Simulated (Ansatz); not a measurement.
The system is Ti2O.

```
CELL_PARAMETERS angstrom
2.91940 0.00000 0.00000
-1.45970 2.52827 0.00000
0.00000 0.00000 4.71300
ATOMIC_POSITIONS crystal
Ti 0.33333 0.66667 0.72126
Ti 0.66667 0.33333 0.27874
O 0.00000 0.00000 0.00000
```

| Item | Value |
| --- | --- |
| Program | Ansatz 0.2.0 |
| Task | relaxation of cell and atoms |
| Functional | PBE0 |
| Potentials or basis | Ansatz PAW |
| Cutoff | 420 eV (not typed: the program's choice for these potentials) |
| k mesh | 6 × 6 × 4 |
| Occupations | fermi-dirac, width 0.05 eV |
| Spin | no spin polarisation |

At the start: volume 11.60 Å³/atom.

Q: How do energy, volume and symmetry change on relaxing?

A: It ends after 9 steps and the volume is 11.90 Å³/atom (+2.7 %); space group P-3m1 (No. 164, to 0.05 Å).

The path:
| step | energy change (eV) | largest force (eV/Å) | volume (Å³) |
| --- | --- | --- | --- |
| 1 | 0.0000 | 0.6198 | 34.79 |
| 2 | -0.0137 | 0.3257 | 36.22 |
| 3 | -0.0351 | 0.0498 | 35.78 |
| 4 | -0.0355 | 0.0073 | 35.68 |
| 5 | -0.0355 | 0.0023 | 35.69 |
| 6 | -0.0355 | 0.0002 | 35.69 |
| 7 | -0.0374 | 0.0003 | 35.69 |
| 8 | -0.0374 | 0.0001 | 35.71 |
| 9 | -0.0374 | 0.0002 | 35.71 |

Final structure:
```cif
data_structure
_symmetry_space_group_name_H-M 'P 1'
_symmetry_Int_Tables_number 1
_cell_length_a 2.9313
_cell_length_b 2.9313
_cell_length_c 4.7987
_cell_angle_alpha 90.000
_cell_angle_beta 90.000
_cell_angle_gamma 120.000
_cell_volume 35.71
loop_
_atom_site_label
_atom_site_type_symbol
_atom_site_fract_x
_atom_site_fract_y
_atom_site_fract_z
_atom_site_occupancy
Ti1 Ti 0.33333 0.66667 0.72659 1
Ti2 Ti 0.66667 0.33333 0.27341 1
O1 O 0.00000 0.00000 0.00000 1
```

Caveat: the k mesh is coarse (spacing up to 0.41 Å⁻¹), so the values aren't converged, least of all with exact exchange; the plane-wave basis is chosen anew once the cell has moved, so the energies of steps on either side of that aren't comparable; the PAW data sets come from PBE, with cores solved anew for the run's functional, which leaves a small shift of forces and pressure.
